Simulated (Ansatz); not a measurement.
## Calculation log, CsCl (Pm-3m) (bands, slopes and optics on a fine k mesh)

Level of theory: PBEsol, PAW on Ansatz 0.2.0's default frozen-core files (fitted under PBE), scalar-relativistic.

Cell and atoms were relaxed beforehand by PAW with this functional.

Command:

```sh
ansatz run input.yaml --threads 1 --pin off --max-ram 3072MiB --backend cpu --events-out ev --progress --plain --runs-dir out
```

Input:

```yaml
crystal:
  lattice:
    - [4.06534465622, 0.0, 0.0]
    - [0.0, 4.06534465622, 0.0]
    - [0.0, 0.0, 4.06534465622]
  atoms:
    - { symbol: Cs, position: [0.0, 0.0, 0.0] }
    - { symbol: Cl, position: [0.5, 0.5, 0.5] }
kpoints:
  mp_grid: { grid: [6, 6, 6] }
scf:
  occupations: { method: fixed }
hamiltonian:
  xc: pbesol
  pseudopotentials: { kind: paw }
output:
  forces: true
  stress: true
  eigenvalues: true
  eigenstates:
    nscf_kmesh: { grid: [10, 10, 10] }
    de_dk: true
    e_range: [-9, 15.22409653296]
  optics:
    e_range: [0, 25]
    de: 0.2
    sigma: 0.2
    bands: { spectra_wanted_up_to: 25 }
    nscf_kmesh: { grid: [10, 10, 10] }
checkpoint:
  write: ck
  write_wavefunctions: false
```

Output:

```
Warning: RAYON_NUM_THREADS=1 ignored (pool sized by the plan → 1); use --threads N
Engine: ansatz 0.2.0, aarch64-unknown-linux-gnu
Pseudopotentials: kind: paw
Pseudopotential: Cs, paw, valence charge 9, recommended cutoff 420 eV (normal), Cs.paw.azcp
Pseudopotential: Cl, paw, valence charge 7, recommended cutoff 420 eV (normal), Cl.paw.azcp
Functional definition: PBEsol
  exchange = pbesol_x
  correlation = pbesol_c
Crystal: 2 atoms, lattice volume = 67.188 Å³
Basis set: ecut = 420 eV, 1357 PW (Γ), exchange–correlation on 60×60×60 points (8 copies of the dense FFT grid, shifted against one another)
Bands: 12, of which v1, the nominal top of the filled ones, is band 8 counted from 1 (7 counted from 0)
Symmetry: 48 space group operations
Space group: Pm-3m (ITA 221), of the structure as read, at distance tolerance 4.1e-5 Å
k-points: 20 of 216
Non-local potential: Cs, projectors of the file, l = 0: 3, l = 1: 2, l = 2: 2, l = 3: 2
Non-local potential: Cl, projectors of the file, l = 0: 2, l = 1: 2, l = 2: 2
PAW form: soft (Blöchl's): semilocal exchange-correlation on the pseudo side does not see the compensation charge
[... 17 lines left out ...]
NSCF: frozen V_eff on 56 k-points
NSCF: frozen V_eff on 56 k-points
output.optics: what the bands over the 45 summed would add to eps1, eps2 and the energy-loss function is held between a lower and an upper bound (7 Lanczos steps). eps1, eps2 and their loss function (loss_summed_bands) are given ...
SCF converged after 7 iterations
Free energy (F): -6650.521993 eV
Harris-Foulkes:  -6650.521993 eV  (|F-HF|=0.00e0)
Internal energy: -6650.521993 eV  (E = F + TS)
E sigma→0 (E₀):  -6650.521993 eV
Fermi energy:    3.287173 eV
--- Per-component energies (eV) ---
  E_band       = -49.535856
  E_kinetic    = 304.307775
  E_local      = -409.790408  (includes V_loc(G=0)·N_el)
  E_nonlocal   = 60.091870
  E_hartree    = 131.978734
  E_xc         = -279.823992
  E_vxc        = -249.066013  (∫ρ·V_xc dr)
  E_paw        = -5625.317601  (= ΣΔE_a)
  E_vpaw       = -19.036624  (= ΣTr[D̂ρ^β])
  E_aug_tail   = 0.000092  (compensation charges beyond the density's cutoff)
  E_ewald      = -832.191055
  E_core_change = 0.222592  (= ΣΔE_core)
  E_smearing   = -0.000000  (= −TS)
  E_closure    = 0.000000  (closes the sum)
  Σ components = -6650.521993   (vs F -6650.521993, Δ=0.00e0)
--- Forces (eV/Å), atoms counted from 1 ---
  atom   1  Cs    -0.00000000     0.00000000    -0.00000000
  atom   2  Cl     0.00000000    -0.00000000     0.00000000
  max |Σ_I F_I| component: 4.70e-30 eV/Å
--- Stress (GPa, compression-positive) ---
        0.039980      -0.000000       0.000000
       -0.000000       0.039980       0.000000
        0.000000       0.000000       0.039980
  P = ⅓ Tr σ = 0.0400 GPa (0.400 kbar)
--- Fermi surface from the table of eigenstates not read: on its mesh, or on one of the eight of every second point, the electrons fill whole bands (an insulator's do; a metal wants a denser output.eigenstates.nscf_kmesh) ---
```

Self-consistency was reached.

**Dielectric function**

Independent-particle optical response of a crystal from Kohn-Sham bands on the fine mesh, no local fields or excitons; Cartesian axes as in the input.

```json
{
 "Fine mesh": "10, 10, 10",
 "Line width": "0.2 eV"
}
```

```tsv
photon energy (eV)	dielectric real xx	dielectric imag xx
1.2	3.318	0
2.4	3.45	0
3.6	3.728	0
4.8	4.377	0
6	5.984	1.044
7.2	4.217	5.36
8.4	4.032	3.369
9.6	0.313	2.249
10.8	2.359	1.116
12	1.975	4.571
13.2	1.299	4.408
14.4	-0.225	3.411
15.6	-1.677	2.025
16.8	-0.744	0.873
18	-0.598	0.872
19.2	-0.038	0.567
20.4	-0.303	0.412
21.6	0.023	0.312
22.8	0.127	0.207
24	0.259	0.192
```

Optical constants:

Normal incidence from vacuum, light polarised along x.

```
Fine mesh  : 10, 10, 10
Line width : 0.2 eV
```

```
photon energy (eV)  refractive index  extinction  reflectivity  loss function  absorption (×10⁵ cm⁻¹)
               0.4             1.812           0        0.0833              0                       0
               0.8             1.815           0        0.0839              0                       0
               1.2             1.822           0        0.0848              0                       0
               1.6              1.83           0        0.0861              0                       0
                 2             1.842           0        0.0878              0                       0
               2.4             1.857           0          0.09              0                       0
               2.8             1.876           0        0.0928              0                       0
               3.2             1.901           0        0.0964              0                       0
               3.6             1.931           0        0.1009              0                       0
                 4             1.969           0        0.1066              0                       0
               4.4              2.02           0        0.1141              0                       0
               4.8             2.092           0        0.1247              0                       0
               5.2             2.218       0.026        0.1434         0.0048                   0.137
               5.6             2.312       0.125        0.1581         0.0201                    0.71
                 6             2.455       0.213        0.1805         0.0283                   1.293
               6.4             2.603       0.493        0.2126         0.0521                   3.196
               6.8             2.502       0.796        0.2241         0.0838                   5.488
               7.2             2.349       1.141        0.2494         0.1152                   8.325
               7.6             1.767       1.144        0.2117         0.2059                   8.815
                 8             1.757       0.726        0.1354         0.1953                    5.89
               8.4             2.155       0.782        0.1841          0.122                   6.656
               8.8             2.062       1.269        0.2493         0.1522                   11.32
               9.2             1.447       1.478        0.2917         0.2338                   13.78
               9.6             1.137       0.989        0.1799         0.4362                   9.627
                10             1.194       0.724        0.1054         0.4548                   7.343
              10.4             1.321       0.464        0.0569         0.3193                   4.896
              10.8             1.576       0.354        0.0676         0.1639                   3.875
              11.2             1.894       0.466        0.1183          0.122                   5.289
              11.6             2.092       0.766        0.1754         0.1301                   9.005
                12             1.865       1.226        0.2317         0.1844                   14.91
              12.4              1.57       1.018        0.1781         0.2606                   12.79
              12.8              1.77       1.006        0.1848         0.2073                   13.05
              13.2             1.717       1.284        0.2394         0.2087                   17.18
              13.6              1.58        1.39        0.2641         0.2239                   19.16
                14             1.374       1.412        0.2798         0.2575                   20.04
              14.4             1.264        1.35        0.2723         0.2919                    19.7
              14.8             1.305       1.554        0.3244         0.2392                    23.3
              15.2             0.961       1.633        0.4095         0.2436                   25.15
              15.6              0.69       1.467         0.449         0.2929                    23.2
                16             0.621       1.273        0.4154         0.3925                   20.65
              16.4              0.49       1.246        0.4808         0.3798                   20.71
              16.8             0.449       0.972        0.4101         0.6637                   16.56
              17.2             0.585       0.882        0.2888         0.8217                   15.38
              17.6             0.592       0.966        0.3174         0.6935                   17.24
                18             0.479        0.91        0.3646         0.7798                    16.6
              18.4             0.436       0.787        0.3495          1.049                   14.67
              18.8             0.423       0.757        0.3491          1.133                   14.42
              19.2             0.515        0.55        0.2071          1.756                   10.71
              19.6             0.607       0.735        0.2225          1.081                    14.6
                20             0.458       0.769        0.3256          1.097                   15.59
              20.4             0.323       0.638        0.4012          1.577                   13.19
              20.8             0.329       0.536        0.3586          2.256                   11.29
              21.2             0.348       0.422        0.3019          3.276                   9.074
              21.6             0.409       0.381        0.2316          3.191                   8.333
                22              0.41       0.357        0.2245          3.346                   7.966
              22.4             0.415       0.307        0.2086          3.594                   6.974
              22.8              0.43       0.241        0.1817          3.504                   5.562
              23.2             0.494       0.193         0.129          2.405                   4.529
              23.6             0.529       0.201        0.1103          2.073                     4.8
                24             0.539       0.178        0.1016          1.846                   4.334
              24.4             0.578        0.15          0.08          1.366                   3.706
              24.8             0.584       0.172        0.0799          1.464                   4.323
```

**Optical peaks**

Highest local maxima between 0.6 eV and the top less 1.5 eV.

| Property | Result |
| --- | --- |
| Fine mesh | 10, 10, 10 |
| Window top | 25 eV |
| Line width | 0.2 eV |
| Highest loss peak energy x | 22.55 eV |
| Highest loss peak height x | 3.636 |
| Highest eps2 peak energy x | 8.926 eV |
| Highest eps2 peak height x | 5.404 |
| Dielectric electronic (x, y, z) | 3.278, 3.278, 3.278 |
| Refractive index at 1 eV, x-polarised | 1.818 |
| Refractive index at 2 eV, x-polarised | 1.842 |

Keep in mind: frozen-core PAW files fitted under PBE, their cores solved anew for the functional of the run; no spin-orbit coupling on heavy atoms; semilocal gaps are low, and what follows the gap (onsets, screening, light masses) shifts with it.

Cost: 39 s on 1 thread of Arm Neoverse V1, with other jobs on the host, peak memory 0.75 GiB.
